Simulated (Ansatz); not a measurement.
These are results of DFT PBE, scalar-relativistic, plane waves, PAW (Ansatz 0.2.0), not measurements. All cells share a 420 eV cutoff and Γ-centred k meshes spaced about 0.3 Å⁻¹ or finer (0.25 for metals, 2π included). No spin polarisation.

All energies are static (0 K, no zero-point motion).

Compare these two cells of InGa₂As₃, each relaxed at this level.

A. Space group Imm2 (No. 44), orthorhombic, a = 4.158 Å, b = 12.489 Å, c = 5.905 Å. Around In lie 4 As at 2.64–2.67 Å; Ga is surrounded by 4 As at 2.49–2.51 Å; around As on a site of symmetry m lie 3 Ga at 2.49–2.51 Å and 1 In at 2.67 Å; around As on a site of symmetry mm2 lie 2 Ga at 2.49 Å and 2 In at 2.64 Å.

B. Space group P3m1 (No. 156), trigonal, a = 4.166 Å, c = 10.243 Å. Around In lie 4 As at 2.61–2.67 Å; around Ga on its first site lie 4 As at 2.48–2.53 Å; Ga on its second site is surrounded by 4 As at 2.49–2.53 Å; around As on its first site lie 4 Ga at 2.49–2.53 Å; As on its second site has 1 Ga at 2.48 Å and 3 In at 2.61 Å; 1 more site not described.

Question: Which would you expect to be lower, and how large is the difference?

Answer: A is lower, by 15 meV/atom. A has In and Ga ordered on zinc blende sites, space group Imm2 (No. 44), 25.6 Å³/atom and no gap on its mesh; B has In and Ga ordered on zinc blende sites, space group P3m1 (No. 156), 25.7 Å³/atom and no gap. Both come from trial cells of a structure search.

The zero gap of Imm2, P3m1 may come from the functional, which often closes small gaps. Cells relaxed within their symmetry can be saddle points.
